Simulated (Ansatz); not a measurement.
The system is KMgF3.

```
CELL_PARAMETERS angstrom
3.98590 0.00000 0.00000
0.00000 3.98590 0.00000
0.00000 0.00000 3.98590
ATOMIC_POSITIONS crystal
K 0.50000 0.50000 0.50000
Mg 0.00000 0.00000 0.00000
F 0.00000 0.00000 0.50000
F 0.00000 0.50000 0.00000
F 0.50000 0.00000 0.00000
```

* Program: Ansatz 0.2.0
* Task: single point
* Functional: PBE
* Potentials or basis: Ansatz PAW
* Cutoff: 420 eV (not typed: the program's choice for these potentials)
* k mesh: 7 × 7 × 7
* Occupations: fermi-dirac, width 0.05 eV
* Spin: no spin polarisation

On this cell: pressure 3.8 GPa; largest force zero by symmetry; band gap on the k mesh 7.37 eV, indirect (least direct gap 7.66 eV).

The same run follows on a disturbed copy (atoms moved at random, drawn with an rms of 0.05 Å):

```
CELL_PARAMETERS angstrom
3.98590 0.00000 0.00000
0.00000 3.98590 0.00000
0.00000 0.00000 3.98590
ATOMIC_POSITIONS crystal
K 0.49156 0.52142 0.48379
Mg 0.99814 0.00623 0.00020
F 0.00155 0.00084 0.51513
F 0.99759 0.48898 0.00974
F 0.50671 0.00814 0.99723
```

Task: What changes?

Result: The energy moves by +13.2 meV/atom; pressure 4.4 GPa; largest force 0.792 eV/Å; band gap on the k mesh 7.36 eV, indirect (least direct gap 7.64 eV).

Forces on the atoms (eV/Å):
```
K    0.085 -0.181  0.195
Mg   0.204 -0.406  0.341
F    0.025 -0.066 -0.654
F    0.063  0.790 -0.001
F   -0.377 -0.137  0.119
```

Stress tensor (GPa, compression positive):
```
 4.23 -0.03  0.02
-0.03  4.50  0.05
 0.02  0.05  4.38
```

Caveats: odd divisions of the mesh miss points on the zone boundary, where band edges often lie, so the gap on the mesh can be too wide.

A k mesh can miss the band edges.
